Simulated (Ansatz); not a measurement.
BeS in the rocksalt structure (r2SCAN geometry), in Ansatz:

```cif
data_structure
_symmetry_space_group_name_H-M 'P 1'
_symmetry_Int_Tables_number 1
_cell_length_a 3.2772
_cell_length_b 3.2772
_cell_length_c 3.2772
_cell_angle_alpha 60.000
_cell_angle_beta 60.000
_cell_angle_gamma 60.000
_cell_volume 24.89
loop_
_atom_site_label
_atom_site_type_symbol
_atom_site_fract_x
_atom_site_fract_y
_atom_site_fract_z
_atom_site_occupancy
Be1 Be 0.00000 0.00000 0.00000 1
S1 S 0.50000 0.50000 0.50000 1
```

G0W0@PBE with 136 empty bands, a screening cutoff of 180 eV and a 6×6×6 mesh (PAW, contour deformation) gives 1.789 eV over the mesh points, from a PBE gap of 0.974 eV; it sums over 140 bands with 137 plane waves in the screening and a wave cutoff of 420 eV. G0W0 values are finite-basis, finite-mesh values. All values are calculated for a non-magnetic cell, which may be hypothetical.

Q: Estimate the gap with starting point HSE06.

A: 2.099 eV (+0.310 eV), from a Kohn-Sham gap of 1.752 eV.

Q: Estimate the gap with empty bands 264, screening cutoff 260 eV.

A: 1.847 eV (+0.058 eV), from a Kohn-Sham gap of 0.974 eV.
